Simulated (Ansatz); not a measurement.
# Pt (Fm-3m) in Ansatz: further runs

One crystal, Pt, is run at these levels: LDA, PBEsol; tasks: elastic constants, band structure.

Program: Ansatz 0.2.0. These are calculated values, not measurements. Logs are shortened: lines on timing, memory, paths and dates and some standing lists are left out, and cuts for length are marked.

## (1) The crystal as given

It takes space group Fm-3m (No. 225, cubic). The conventional cell has a = 3.922 Å, b = 3.922 Å, c = 3.922 Å, α = 90.00°, β = 90.00°, γ = 90.00°. Pt (site symmetry m-3m) is surrounded by 12 Pt at 2.77 Å.

## (2) Elastic constants, LDA

Contents of input.yaml:

```yaml
crystal:
  lattice:
    - [0.0, 1.9609, 1.9609]
    - [1.9609, 0.0, 1.9609]
    - [1.9609, 1.9609, 0.0]
  atoms:
    - { symbol: Pt, position: [0.0, 0.0, 0.0] }
kpoints:
  mp_grid: { grid: [9, 9, 9] }
scf:
  occupations: { method: fermi_dirac, width: 0.05 }
hamiltonian:
  xc: lda
  pseudopotentials: { kind: all_electron, lapw: { basis_error: 0.001 } }
output:
  forces: true
  stress: true
elastic:
  mode: clamped_ion
  stencil: two_point
```

Potentials or basis: all-electron LAPW, scalar-relativistic.

Command:

```console
$ ansatz run input.yaml --threads 1 --pin off --max-ram 3072MiB --backend cpu --events-out ev --progress --plain --runs-dir out
```

The log of the run:

```text
Warning: RAYON_NUM_THREADS=1 ignored (pool sized by the plan → 1); use --threads N
LAPW: plane waves up to 8.728 Å⁻¹, error target 1.0e-3 eV per atom; small_component_spin mean_spin; Pt in spheres of 1.345 Å, 42 of its electrons in bands, Dirac shells [] (how accurate: hamiltonian.pseudopotentials.lapw.basis_error, Limitations)
Engine: ansatz 0.2.0, aarch64-unknown-linux-gnu
Pseudopotentials: kind: all_electron
Pseudopotential: Pt, LAPW, valence charge 42, lapw/all_electron/scalar/gaussian/Pt, Koelling and Harmon's equation, gaussian nucleus
Functional definition: SPW92
  exchange = slater_x
  correlation = pw_c
Crystal: 1 atoms, lattice volume = 15.080 Å³
Basis set: ecut = 290.2059085327465 eV, 169 PW (Γ), exchange–correlation at level 2
Bands: 26, of which v1, the nominal top of the filled ones, is band 21 counted from 1 (20 counted from 0)
Symmetry: 48 space group operations
Space group: Fm-3m (ITA 225), of the structure as read, at distance tolerance 2.5e-5 Å
k-points: 35 of 729
Non-local potential: Pt, projectors of the file, none
Initial density: superposition of atomic densities (chi_scale 0.1, normalization cell)
Initial wavefunctions: plane waves of lowest kinetic energy (no species holds an atomic orbital)
Functional: x = slater, c = lda
iter 1 solved again at ethr=2.80e-4 eV; its pass at ethr=1.00e-1 eV (dr2=1.17e-1 eV) is discarded
SCF iter   1: F=—  HF=-500679.906199 eV  |F-HF|=—  |Δ(HF+E_count)|=         —  Δρ=3.76e-2  dr2=1.18e-1  ethr=2.80e-4  ⟨swp⟩=2.9  Hψ=5684  notcnv=0
preconditioner: auto → Kerker (q_TF=auto, 3.236 Å⁻¹)  [metal: Δε(μ)=0.048 eV  Ē_g=15.827 eV  σ=0.050 eV  W_gap=0.23  n_scr=14 (ndim 8)  ℏωp=30.2 eV  f_vac=0.005  D(μ)=1.25/eV (n_scr^D=14)]
iter 2 solved again at ethr=2.38e-5 eV; its pass at ethr=2.80e-4 eV (dr2=1.00e-2 eV) is discarded
SCF iter   2: F=—  HF=-500679.535302 eV  |F-HF|=—  |Δ(HF+E_count)|=   3.71e-1  Δρ=9.08e-3  dr2=1.00e-2  ethr=2.38e-5  ⟨swp⟩=2.0  Hψ=4673  notcnv=0
SCF iter   3: F=—  HF=-500679.513538 eV  |F-HF|=—  |Δ(HF+E_count)|=         —  Δρ=8.96e-3  dr2=9.92e-3  ethr=2.38e-5  ⟨swp⟩=2.0  Hψ=2639  notcnv=0
the basis was enlarged: its passes take 528.0 KiB over the memory plan, 1 of 1 planned eigensolver slots
SCF iter   4: F=—  HF=-500679.511015 eV  |F-HF|=—  |Δ(HF+E_count)|=   2.52e-3  Δρ=5.47e-3  dr2=4.27e-3  ethr=2.36e-5  ⟨swp⟩=2.0  Hψ=2491  notcnv=0
SCF iter   5: F=—  HF=-500679.510606 eV  |F-HF|=—  |Δ(HF+E_count)|=   4.09e-4  Δρ=2.24e-3  dr2=8.31e-4  ethr=1.02e-5  ⟨swp⟩=2.0  Hψ=2610  notcnv=0
SCF iter   6: F=—  HF=-500679.510661 eV  |F-HF|=—  |Δ(HF+E_count)|=   5.45e-5  Δρ=3.48e-4  dr2=1.60e-5  ethr=1.98e-6  ⟨swp⟩=2.0  Hψ=2638  notcnv=0
SCF iter   7: F=—  HF=-500679.510659 eV  |F-HF|=—  |Δ(HF+E_count)|=   1.77e-6  Δρ=6.81e-5  dr2=5.10e-7  ethr=3.80e-8  ⟨swp⟩=2.0  Hψ=2639  notcnv=0
SCF iter   8: F=—  HF=-500679.510659 eV  |F-HF|=—  |Δ(HF+E_count)|=   1.07e-7  Δρ=1.40e-5  dr2=2.37e-8  ethr=1.21e-9  ⟨swp⟩=2.0  Hψ=2639  notcnv=0
SCF iter   9: F=—  HF=-500679.510659 eV  |F-HF|=—  |Δ(HF+E_count)|=   8.50e-9  Δρ=3.86e-6  dr2=1.80e-9  ethr=5.64e-11  ⟨swp⟩=2.0  Hψ=2639  notcnv=0
SCF iter  10: F=—  HF=-500679.510659 eV  |F-HF|=—  |Δ(HF+E_count)|=  2.33e-10  Δρ=7.30e-7  dr2=3.74e-11  ethr=4.63e-12 (applied; sched 4.28e-12)  ⟨swp⟩=2.0  Hψ=2639  notcnv=0
SCF iter  11: F=—  HF=-500679.510659 eV  |F-HF|=—  |Δ(HF+E_count)|=  5.82e-11  Δρ=1.09e-7  dr2=6.70e-13  ethr=4.63e-12 (applied; sched 1.00e-12)  ⟨swp⟩=2.0  Hψ=2639  notcnv=0
SCF iter  12: F=-500679.510659 eV  HF=-500679.510659 eV  |F-HF|=5.82e-11  |Δ(HF+E_count)|=  6.40e-10  Δρ=2.46e-8  dr2=1.52e-14  ethr=4.63e-12 (applied; sched 1.00e-12)  ⟨swp⟩=2.0  Hψ=2639  notcnv=0
SCF 1 converged in 12 iterations: F = -500679.510659 eV  dr2 = 1.52e-14
Crystal: 1 atoms, lattice volume = 15.050 Å³
Basis set: ecut = 290.59349579474076 eV, 169 PW (Γ), exchange–correlation at level 2
Symmetry: 16 space group operations
k-points: 75 of 729
Initial density: handed on by an earlier stage of this run
Initial wavefunctions: plane waves of lowest kinetic energy (no species holds an atomic orbital; no wavefunctions were taken with the density)
iter 1 solved again at ethr=2.58e-9 eV; its pass at ethr=1.00e-1 eV (dr2=1.08e-6 eV) is discarded
SCF iter   1: F=—  HF=-500679.511832 eV  |F-HF|=—  |Δ(HF+E_count)|=         —  Δρ=7.12e-5  dr2=5.90e-7  ethr=2.58e-9  ⟨swp⟩=6.3  Hψ=17542  notcnv=0
preconditioner: auto → Kerker (q_TF=auto, 3.237 Å⁻¹)  [metal: Δε(μ)=0.054 eV  Ē_g=16.173 eV  σ=0.050 eV  W_gap=0.25  n_scr=14 (ndim 8)  ℏωp=30.3 eV  f_vac=0.000  D(μ)=1.34/eV (n_scr^D=14)]
SCF iter   2: F=—  HF=-500679.511830 eV  |F-HF|=—  |Δ(HF+E_count)|=   1.21e-6  Δρ=4.32e-5  dr2=2.21e-7  ethr=1.41e-9  ⟨swp⟩=2.0  Hψ=5649  notcnv=0
[... 37 lines left out ...]
SCF iter   8: F=-500679.510646 eV  HF=-500679.510646 eV  |F-HF|=4.07e-10  |Δ(HF+E_count)|=  1.16e-10  Δρ=1.22e-8  dr2=9.28e-15  ethr=4.63e-12 (applied; sched 1.00e-12)  ⟨swp⟩=2.0  Hψ=9413  notcnv=0
SCF 4 converged in 8 iterations: F = -500679.510646 eV  dr2 = 9.28e-15
iter 1 solved again at ethr=2.20e-9 eV; its pass at ethr=1.00e-1 eV (dr2=9.23e-7 eV) is discarded
SCF iter   1: F=—  HF=-500679.510648 eV  |F-HF|=—  |Δ(HF+E_count)|=         —  Δρ=5.65e-5  dr2=4.21e-7  ethr=2.20e-9  ⟨swp⟩=6.4  Hψ=29382  notcnv=0
SCF iter   2: F=—  HF=-500679.510647 eV  |F-HF|=—  |Δ(HF+E_count)|=   1.54e-6  Δρ=5.48e-5  dr2=5.04e-7  ethr=1.00e-9  ⟨swp⟩=2.0  Hψ=9413  notcnv=0
SCF iter   3: F=—  HF=-500679.510646 eV  |F-HF|=—  |Δ(HF+E_count)|=   2.26e-7  Δρ=3.42e-5  dr2=2.04e-7  ethr=1.00e-9  ⟨swp⟩=2.0  Hψ=9413  notcnv=0
iter 4 solved again at ethr=4.33e-11 eV; its pass at ethr=4.86e-10 eV (dr2=1.82e-8 eV) is discarded
SCF iter   4: F=—  HF=-500679.510646 eV  |F-HF|=—  |Δ(HF+E_count)|=   6.76e-8  Δρ=1.02e-5  dr2=1.82e-8  ethr=4.33e-11  ⟨swp⟩=2.0  Hψ=16076  notcnv=0
SCF iter   5: F=—  HF=-500679.510646 eV  |F-HF|=—  |Δ(HF+E_count)|=   7.04e-9  Δρ=5.76e-7  dr2=1.49e-11  ethr=4.33e-11  ⟨swp⟩=2.0  Hψ=9413  notcnv=0
SCF iter   6: F=—  HF=-500679.510646 eV  |F-HF|=—  |Δ(HF+E_count)|=  3.49e-10  Δρ=2.23e-7  dr2=2.69e-12  ethr=4.63e-12 (applied; sched 1.00e-12)  ⟨swp⟩=2.0  Hψ=9413  notcnv=0
SCF iter   7: F=—  HF=-500679.510646 eV  |F-HF|=—  |Δ(HF+E_count)|=  3.49e-10  Δρ=9.62e-8  dr2=4.80e-13  ethr=4.63e-12 (applied; sched 1.00e-12)  ⟨swp⟩=2.0  Hψ=9413  notcnv=0
SCF iter   8: F=-500679.510646 eV  HF=-500679.510646 eV  |F-HF|=5.82e-11  |Δ(HF+E_count)|=  6.98e-10  Δρ=5.66e-9  dr2=2.19e-15  ethr=4.63e-12 (applied; sched 1.00e-12)  ⟨swp⟩=2.0  Hψ=9413  notcnv=0
SCF 5 converged in 8 iterations: F = -500679.510646 eV  dr2 = 2.19e-15
SCF converged after 12 iterations
Free energy (F): -500679.510659 eV
Harris-Foulkes:  -500679.510659 eV  (|F-HF|=5.82e-11)
Internal energy: -500679.499107 eV  (E = F + TS)
E sigma→0 (E₀):  -500679.504883 eV
Entropy (-TS):   -0.011552 eV (-11.552 meV/atom)
Fermi energy:    28.556167 eV
--- Per-component energies (eV) ---
  E_band       = -3321.102809
  E_kinetic    = 568415.286978
  E_xc         = -9413.793295
  E_electrostatic = -1059680.992790  (all electrons and nuclei)
  E_smearing   = -0.011552  (= −TS)
  E_closure    = -0.000000  (closes the sum)
  E_atoms      = -500671.935187  (free atoms, spherical and without spin; not in F)
  Σ components = -500679.510659   (vs F -500679.510659, Δ=0.00e0)
  Basis errors (estimates in eV, not in F): energy 2.5e-4 per atom: plane waves 2.1e-4 (1.1e-4 summed), levels above the bands 1.5e-184, relativity 1.2e-8, radial functions 3.5e-5, core shells 2.7e-7; eigenvalues (radial functions only) 2.4e-6; not estimated: angular momenta, meshes, grids; target (lapw.basis_error) 1.0e-3; muffin-tin radii Pt 1.345 Å
--- Forces (eV/Å), atoms counted from 1 ---
  atom   1  Pt    -0.00000000     0.00000000     0.00000000
  max |Σ_I F_I| component: 1.31e-31 eV/Å
--- Stress (GPa, compression-positive) ---
       -6.587820       0.000000       0.000000
        0.000000      -6.587820       0.000000
        0.000000       0.000000      -6.587820
  P = ⅓ Tr σ = -6.5878 GPa (-65.878 kbar)
--- Band table (eV; the first three rows and the last of 35) ---
  k-point 0: bands = ["-274.4208", "-274.4208", "-274.4208", "-274.3830", "-274.3830", "-70.0776", "-38.6531", "-38.6219", "-38.6219", "-38.6219", "-38.6033", "-38.6033", "-38.6033", "-23.9669", "-23.9669", "-23.9669", "18.2275", "24.7111", "24.7111", "24.7111", "26.9067", "26.9067", "43.1472", "48.0427", "48.0427", "48.0427"]
  k-point 1: bands = ["-274.4208", "-274.4208", "-274.4208", "-274.3830", "-274.3830", "-70.0737", "-38.6529", "-38.6223", "-38.6223", "-38.6219", "-38.6034", "-38.6032", "-38.6032", "-24.0238", "-23.9751", "-23.9751", "18.7168", "24.5106", "24.8930", "24.8930", "26.8170", "26.8170", "43.8720", "46.0036", "48.7868", "48.7868"]
  k-point 2: bands = ["-274.4208", "-274.4208", "-274.4208", "-274.3830", "-274.3830", "-70.0639", "-38.6523", "-38.6233", "-38.6233", "-38.6218", "-38.6035", "-38.6027", "-38.6027", "-24.1664", "-23.9957", "-23.9957", "19.9534", "24.2924", "25.1089", "25.1089", "26.9355", "26.9355", "42.7051", "44.9496", "50.6661", "50.6661"]
  k-point 34: bands = ["-274.4208", "-274.4208", "-274.4208", "-274.3830", "-274.3830", "-70.0342", "-38.6505", "-38.6255", "-38.6250", "-38.6242", "-38.6023", "-38.6021", "-38.6019", "-24.3119", "-24.2531", "-24.1372", "22.8865", "23.5440", "24.2244", "26.6881", "28.8005", "34.1515", "37.0871", "37.7968", "41.2501", "52.1313"]
--- Elastic constants: 2 strain directions × 2 members + reference (group order 48) ---
  dense FFT box of the reference and of every strained cell: 16×16×16
  strains applied: 11, 23; error gains: componentwise 1.00 (the most a stress slope's error grows in a printed constant), spectral 1.73 (1 for all six strains in a standard setting)
  C = ∂σ_k/∂η_j (tension-positive GPa; Voigt order 11 22 33 23 13 12):
       363.692    228.229    228.229      0.000      0.000     -0.000
       228.229    363.692    228.229     -0.000     -0.000      0.000
       228.229    228.229    363.692     -0.000     -0.000      0.000
        -0.000      0.000      0.000     69.370      0.000     -0.000
        -0.000      0.000      0.000     -0.000     69.370      0.000
         0.000      0.000     -0.000     -0.000     -0.000     69.370
  reference stress σ⁰ (GPa):      6.588      6.588      6.588     -0.000     -0.000     -0.000
  no Pulay correction (none for the plane-wave cutoff is built on LAPW): the batch's stresses and constants are at fixed plane waves
  C* (energy form; C + prestress term) asymmetry max|C*_kj − C*_jk| = 2.842e-14 GPa — a small one proves nothing (zero by symmetry where the batch's group is 432, −43m or m−3m); a large one is finite-difference/SCF noise where every solve meets its electron count
  moduli (Voigt/Reuss/Hill, GPa): K = 273.38/273.38/273.38   G = 68.71/68.71/68.71   E = 190.20   ν = 0.384
  mechanically stable: yes (min eigenvalue of sym C = 69.37 GPa)
  where every solve meets its electron count the energy-path curvature estimates C_jj along a normal strain and C_jj − ¼(σ⁰_aa + σ⁰_bb) along a shear (ab), closely only under elastic.basis: deformed
  strain η (Voigt 11):  stress-route row diagonal C_11 = 363.69 GPa, energy-path curvature d²(F+E_count)/dδ²/Ω₀ = 363.71 GPa
         δ    σ_11 (GPa)             F (eV)   n_scf  n_hpsi   n_pw
    -2.000e-3       5.8563     -500679.5118301       9   67463    178
     2.000e-3       7.3110     -500679.5093504       9   67476    178
  strain η (Voigt 23):  stress-route row diagonal C_44 = 69.37 GPa, energy-path curvature d²(F+E_count)/dδ²/Ω₀ = 66.08 GPa
         δ    σ_23 (GPa)             F (eV)   n_scf  n_hpsi   n_pw
    -2.000e-3      -0.1387     -500679.5106463       8  103172    178
     2.000e-3       0.1387     -500679.5106463       8  103142    178
```

Wall time 59 s (1 thread of Arm Neoverse V1, shared host); peak memory 0.37 GiB.

What came out:

```
Free energy                     : -500679.5107 eV
Pressure                        : -6.6 GPa
Band gap on the k mesh          : none (metal or under the smearing width)
Elastic constants C11, C12, C44 : 364, 228, 69 GPa
Voigt bulk modulus              : 273 GPa
```

Elastic tensor in Voigt notation (GPa, in the Cartesian axes of the cell as first typed):
```
364 228 228   0   0   0
228 364 228   0   0   0
228 228 364   0   0   0
  0   0   0  69   0   0
  0   0   0   0  69   0
  0   0   0   0   0  69
```

Caveat: the k mesh is thin for a metal, which can move the energy by tens of meV per atom; a metal's response needs a denser mesh; the cell is more than 3 GPa from zero pressure, which shifts response properties; elastic constants of metals need much finer meshes, so these are rough.

## (3) Band structure, PBEsol

Contents of input.yaml:

```yaml
crystal:
  lattice:
    - [0.0, 1.9609, 1.9609]
    - [1.9609, 0.0, 1.9609]
    - [1.9609, 1.9609, 0.0]
  atoms:
    - { symbol: Pt, position: [0.0, 0.0, 0.0] }
kpoints:
  mp_grid: { grid: [12, 12, 12] }
  band_path:
    path:
      - [0.0, 0.0, 0.0]
      - [0.5, 0.0, 0.5]
      - [0.5, 0.25, 0.75]
      - [0.375, 0.375, 0.75]
      - [0.0, 0.0, 0.0]
      - [0.5, 0.5, 0.5]
      - [0.625, 0.25, 0.625]
      - [0.5, 0.25, 0.75]
    npoints: 10
scf:
  occupations: { method: fermi_dirac, width: 0.05 }
hamiltonian:
  xc: pbesol
  pseudopotentials: { kind: all_electron, lapw: { basis_error: 0.001 } }
output:
  forces: true
  stress: true
  eigenvalues: true
```

Potentials or basis: all-electron LAPW, scalar-relativistic.

Command:

```console
$ ansatz run input.yaml --threads 1 --pin off --max-ram 3072MiB --backend cpu --events-out ev --progress --plain --runs-dir out
```

The log of the run:

```text
Warning: RAYON_NUM_THREADS=1 ignored (pool sized by the plan → 1); use --threads N
LAPW: plane waves up to 8.422 Å⁻¹, error target 1.0e-3 eV per atom; small_component_spin mean_spin; Pt in spheres of 1.387 Å, 42 of its electrons in bands, Dirac shells [] (how accurate: hamiltonian.pseudopotentials.lapw.basis_error, Limitations)
[... 3 set-up lines as earlier in the session ...]
Functional definition: PBEsol
  exchange = pbesol_x
  correlation = pbesol_c
Crystal: 1 atoms, lattice volume = 15.080 Å³
Basis set: ecut = 270.2192541719935 eV, 169 PW (Γ), exchange–correlation at level 2
Bands: 26, of which v1, the nominal top of the filled ones, is band 21 counted from 1 (20 counted from 0)
[... 2 set-up lines as earlier in the session ...]
k-points: 72 of 1728
[... 3 set-up lines as earlier in the session ...]
Functional: x = pbesol(κ = 0.804, μ = 0.12345679012345678), c = pbesol(β = 0.046)
iter 1 solved again at ethr=1.91e-4 eV; its pass at ethr=1.00e-1 eV (dr2=8.03e-2 eV) is discarded
SCF iter   1: F=—  HF=-500818.548820 eV  |F-HF|=—  |Δ(HF+E_count)|=         —  Δρ=3.22e-2  dr2=8.06e-2  ethr=1.91e-4  ⟨swp⟩=2.9  Hψ=11834  notcnv=0
preconditioner: auto → Kerker (q_TF=auto, 3.236 Å⁻¹)  [metal: Δε(μ)=0.014 eV  Ē_g=15.769 eV  σ=0.050 eV  W_gap=0.07  n_scr=14 (ndim 8)  ℏωp=30.2 eV  f_vac=0.005  D(μ)=1.87/eV (n_scr^D=26)]
iter 2 solved again at ethr=1.63e-5 eV; its pass at ethr=1.91e-4 eV (dr2=6.85e-3 eV) is discarded
SCF iter   2: F=—  HF=-500818.183472 eV  |F-HF|=—  |Δ(HF+E_count)|=   3.65e-1  Δρ=7.74e-3  dr2=6.85e-3  ethr=1.63e-5  ⟨swp⟩=2.0  Hψ=9631  notcnv=0
SCF iter   3: F=—  HF=-500818.161164 eV  |F-HF|=—  |Δ(HF+E_count)|=         —  Δρ=7.78e-3  dr2=7.01e-3  ethr=1.63e-5  ⟨swp⟩=2.0  Hψ=5429  notcnv=0
the basis was enlarged: its passes take 531.2 KiB over the memory plan, 1 of 1 planned eigensolver slots
SCF iter   4: F=—  HF=-500818.158890 eV  |F-HF|=—  |Δ(HF+E_count)|=   2.27e-3  Δρ=4.66e-3  dr2=2.96e-3  ethr=1.63e-5  ⟨swp⟩=2.0  Hψ=5251  notcnv=0
SCF iter   5: F=—  HF=-500818.158586 eV  |F-HF|=—  |Δ(HF+E_count)|=   3.04e-4  Δρ=2.05e-3  dr2=6.86e-4  ethr=7.06e-6  ⟨swp⟩=2.0  Hψ=5278  notcnv=0
SCF iter   6: F=—  HF=-500818.158649 eV  |F-HF|=—  |Δ(HF+E_count)|=   6.23e-5  Δρ=3.25e-4  dr2=1.57e-5  ethr=1.63e-6  ⟨swp⟩=2.0  Hψ=5423  notcnv=0
SCF iter   7: F=—  HF=-500818.158646 eV  |F-HF|=—  |Δ(HF+E_count)|=   2.99e-6  Δρ=7.16e-5  dr2=4.85e-7  ethr=3.73e-8  ⟨swp⟩=2.0  Hψ=5430  notcnv=0
SCF iter   8: F=-500818.158646 eV  HF=-500818.158646 eV  |F-HF|=5.18e-9  |Δ(HF+E_count)|=   2.78e-8  Δρ=1.23e-5  dr2=1.76e-8  ethr=1.15e-9  ⟨swp⟩=2.0  Hψ=5430  notcnv=0
SCF 1 converged in 8 iterations: F = -500818.158646 eV  dr2 = 1.76e-8
NSCF: frozen V_eff on 71 k-points
SCF converged after 8 iterations
Free energy (F): -500818.158646 eV
Harris-Foulkes:  -500818.158646 eV  (|F-HF|=5.18e-9)
Internal energy: -500818.143029 eV  (E = F + TS)
E sigma→0 (E₀):  -500818.150837 eV
Entropy (-TS):   -0.015617 eV (-15.617 meV/atom)
Fermi energy:    28.744849 eV
--- Per-component energies (eV) ---
  E_band       = -3312.903817
  E_kinetic    = 568677.660094
  E_xc         = -9553.588302
  E_electrostatic = -1059942.214820  (all electrons and nuclei)
  E_smearing   = -0.015617  (= −TS)
  E_closure    = 0.000000  (closes the sum)
  E_atoms      = -500811.181748  (free atoms, spherical and without spin; not in F)
  Σ components = -500818.158646   (vs F -500818.158646, Δ=0.00e0)
  Basis errors (estimates in eV, not in F): energy 2.1e-4 per atom: plane waves 1.7e-4 (1.2e-4 summed), levels above the bands 4.7e-183, relativity 7.0e-8, radial functions 4.0e-5, core shells 1.0e-7; eigenvalues (radial functions only) 4.8e-6; not estimated: angular momenta, meshes, grids; target (lapw.basis_error) 1.0e-3; muffin-tin radii Pt 1.387 Å
--- Forces (eV/Å), atoms counted from 1 ---
  atom   1  Pt    -0.00000000    -0.00000000     0.00000000
  max |Σ_I F_I| component: 5.34e-32 eV/Å
--- Stress (GPa, compression-positive) ---
       -0.646703      -0.000000       0.000000
       -0.000000      -0.646703       0.000000
        0.000000       0.000000      -0.646703
  P = ⅓ Tr σ = -0.6467 GPa (-6.467 kbar)
--- Band table (eV; the first three rows and the last of 72) ---
  k-point 0: bands = ["-274.3831", "-274.3831", "-274.3831", "-274.3462", "-274.3462", "-69.8194", "-38.3501", "-38.3197", "-38.3197", "-38.3197", "-38.3018", "-38.3018", "-38.3018", "-23.7683", "-23.7683", "-23.7683", "18.4102", "24.9098", "24.9098", "24.9098", "27.0944", "27.0944", "43.2623", "48.2037", "48.2037", "48.2037"]
  k-point 1: bands = ["-274.3831", "-274.3831", "-274.3831", "-274.3462", "-274.3462", "-69.8171", "-38.3500", "-38.3199", "-38.3199", "-38.3197", "-38.3019", "-38.3017", "-38.3017", "-23.8010", "-23.7730", "-23.7730", "18.6890", "24.7878", "25.0183", "25.0183", "27.0356", "27.0356", "43.6881", "46.8843", "48.6281", "48.6281"]
  k-point 2: bands = ["-274.3831", "-274.3831", "-274.3831", "-274.3462", "-274.3462", "-69.8110", "-38.3496", "-38.3206", "-38.3206", "-38.3196", "-38.3019", "-38.3014", "-38.3014", "-23.8896", "-23.7858", "-23.7858", "19.4621", "24.5429", "25.2398", "25.2398", "26.9872", "26.9872", "44.5339", "44.6832", "49.8086", "49.8086"]
  k-point 71: bands = ["-274.3831", "-274.3831", "-274.3831", "-274.3462", "-274.3462", "-69.7750", "-38.3474", "-38.3230", "-38.3230", "-38.3222", "-38.3006", "-38.3006", "-38.3005", "-24.0847", "-24.0847", "-23.9514", "23.0180", "24.1302", "24.1302", "26.7069", "29.2305", "35.7883", "36.9512", "36.9512", "40.7294", "53.0798"]
```

Wall time 13 s (1 thread of Arm Neoverse V1, shared host); peak memory 0.29 GiB.

What came out:

- Free energy: -500818.1586 eV
- Pressure: -0.6 GPa
- Band gap along the path: none (metal or under the smearing width)

Levels at the corners of the path, in eV from the Fermi level:
```
point  band 18  band 19  band 20  band 21  band 22  band 23  band 24  band 25
    Γ    -3.84    -3.84    -3.84    -1.65    -1.65    14.52    19.46    19.46
    X    -6.69     0.00     0.48     0.48     1.67     8.82    11.29    11.29
    W    -4.61    -4.61    -2.04     0.49     7.04     8.21     8.21    11.98
    K    -5.54    -2.92    -1.34    -0.19     5.65     6.66    10.05    14.59
    Γ    -3.84    -3.84    -3.84    -1.65    -1.65    14.52    19.46    19.46
    L    -3.90    -3.90    -0.59     0.03     0.03     5.79    14.08    18.85
    U    -5.54    -2.92    -1.34    -0.19     5.65     6.66    10.05    14.59
    W    -4.61    -4.61    -2.04     0.49     7.04     8.21     8.21    11.98
```

Caveat: spin-orbit coupling is left out, which moves the levels of the heavy elements.
